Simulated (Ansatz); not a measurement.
SiC: from Born charge to LO–TO splitting and polaron coupling

Method: DFT LDA, scalar-relativistic, plane waves, PAW (Ansatz). Settings: 420 eV plane-wave cutoff, Γ-centred 12×12×12 mesh, fixed occupations. No spin polarisation. Phonons by linear response, acoustic sum rule imposed.

Relaxed structure:
```xyz
2
Lattice="0.0000 2.1645 2.1645 2.1645 0.0000 2.1645 2.1645 2.1645 0.0000" Properties=species:S:1:pos:R:3 pbc="T T T"
Si    0.0000    0.0000    0.0000
C     3.2467    3.2467    3.2467
```

Linear response gives ν_TO = 797.6 cm⁻¹, Born charges ±2.731 e (positive on Si) and ε∞ = 6.922. The primitive cell holds 20.281 Å³, and the masses are 28.085 and 12.011 amu.

**Question.** Find ν_LO and the static dielectric constant.

**Answer.** The long-wave field adds a restoring force: ω_LO² − ω_TO² = Z*²e²/(ε_vac ε∞ μV). In these units ν_LO² − ν_TO² = 4.92064×10⁷ Z*²/(μ V ε∞) cm⁻², with μ = m₁m₂/(m₁ + m₂) = 8.413 amu: 310631 cm⁻². So ν_LO = √(797.6² + 310631) = 973.0 cm⁻¹, and the run gives 973.0. Lyddane–Sachs–Teller then gives ε0 = ε∞ (ν_LO/ν_TO)² = 10.30, against 10.30 in the run (it forms both from the same three quantities, so the match checks the arithmetic only). Between ν_TO and ν_LO the dielectric function is negative and an undamped crystal reflects fully: a reststrahlen band from 10.3 to 12.5 μm.

**Question.** What do the Clausius–Mossotti polarisability and the Szigeti charge come to?

**Answer.** With the Lorentz local field, α = (3V/4π)(ε∞ − 1)/(ε∞ + 2) = 3.21 Å³ for the pair, and e_S = 3Z*/(ε∞ + 2) = 0.92 e. The Born charge includes the electrons' response to the dipole's own local field, and e_S takes that enhancement out. The Lorentz field assumes point-like polarisable ions, a poor picture once ε∞ is this large, since the electron clouds then overlap or are shared, so both numbers are formal here.

**Question.** How strongly does a slow electron couple to the LO mode?

**Answer.** For one isotropic parabolic band, Fröhlich's constant is α_F = (1/ε∞ − 1/ε0) √(m* Ry/ħω_LO), with Ry = 13.606 eV, ħω_LO = 120.6 meV and m* in free-electron masses: α_F = 0.0474 × 10.62 × √m* = 0.50 √m*. The band mass isn't part of this run; for m* = 0.1, 0.3 and 1 it gives 0.16, 0.28, 0.50. In weak coupling the polaron lies α_F ħω_LO below the band edge (33 meV at m* = 0.3) with a mass m*(1 + α_F/6); past α_F of about 5 or 6 that expansion fails. A semilocal functional's ε∞ tends to be too large, which taken alone lowers α_F.

Cost: 1 run of about 1.3 core-minutes, on Intel Xeon Processor @ 2.50GHz (Skylake/Cascade Lake) (shared hosts).

The numbers describe a stiff, mainly covalent crystal with a distinctly polar lattice response. Carbon is the more electronegative partner, so the positive Born charge falls on Si. Its size, 2.731 e, is not a static ionic charge: it also counts the charge that flows along the sp³ bonds as the sublattices move against each other. This dynamic charge, acting on a small reduced mass in a compact cell, opens the wide LO–TO gap, while the strong, short bonds and light carbon already place the TO mode high.

Polaron coupling nevertheless stays weak to moderate for the masses considered, because the electrons do most of the screening and the stiff lattice adds less to the static dielectric constant. The high LO energy lowers the coupling further. This suggests large, mobile polarons rather than self-trapped carriers, though a continuum coupling constant cannot rule out short-range trapping. For real electrons in cubic SiC, whose conduction valleys are anisotropic, the single-mass estimate gives a scale for the coupling, not a mobility.
